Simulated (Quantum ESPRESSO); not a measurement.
GaAs: dielectric tensor with PBE

**Experimental background.**

From a printed reference work, textbook, for a bulk crystal of GaAs at 300 K: high-frequency dielectric constant 10.89.

GaAs:

```
As Ga
1.0
     0.00000    2.82685    2.82685
     2.82685    0.00000    2.82685
     2.82685    2.82685    0.00000
As Ga
1 1
Direct
  0.75000 0.75000 0.75000
  0.00000 0.00000 0.00000
```

```json
{
  "Program": "Quantum ESPRESSO 7.5",
  "Task": "dielectric tensor",
  "Functional": "PBE",
  "Potentials or basis": "PseudoDojo 0.4.1 SR PBE standard",
  "Cutoff": "1143 eV",
  "Density cutoff": "4572 eV",
  "k mesh": "6 × 6 × 6, shifted",
  "Occupations": "fermi-dirac, width 0.05 eV",
  "Spin": "no spin polarisation",
  "Mixing beta": "0.5",
  "Most SCF iterations": "120",
  "SCF threshold": "4e-10 Ry"
}
```

- Pressure: 3.4 GPa
- Electronic dielectric tensor (diagonal): 13.83
- Born charges (mean of the diagonal): As -2.14; Ga +2.11 e

Levels at points of the mesh, in eV from the valence-band top:
| k point | band 11 | band 12 | band 13 | band 14 | band 15 | band 16 | band 17 | band 18 |
| --- | --- | --- | --- | --- | --- | --- | --- | --- |
| (0.08, 0.08, 0.08) | -12.53 | -1.10 | 0.00 | 0.00 | 1.47 | 4.01 | 4.03 | 4.03 |

Electronic dielectric tensor:
```
13.83  0.00  0.00
 0.00 13.83  0.00
 0.00  0.00 13.83
```

Born effective charge tensors (e):
atom 1, As
```
-2.14  0.00  0.00
 0.00 -2.14  0.00
 0.00  0.00 -2.14
```
atom 2, Ga
```
2.11 0.00 0.00
0.00 2.11 0.00
0.00 0.00 2.11
```

Run time: 7.6 min on 1 thread of Arm Neoverse V2, on a shared host, peak memory 0.09 GiB.

A measured high-frequency dielectric constant of GaAs is 10.89 (300 K; a printed reference work, textbook); the calculated 13.83 misses it by +27.0 %.

Caveat: the mesh is thin for the dielectric tensor, Born charges and intensities, which usually come out too large; the cell is more than 3 GPa from zero pressure, which shifts response properties.
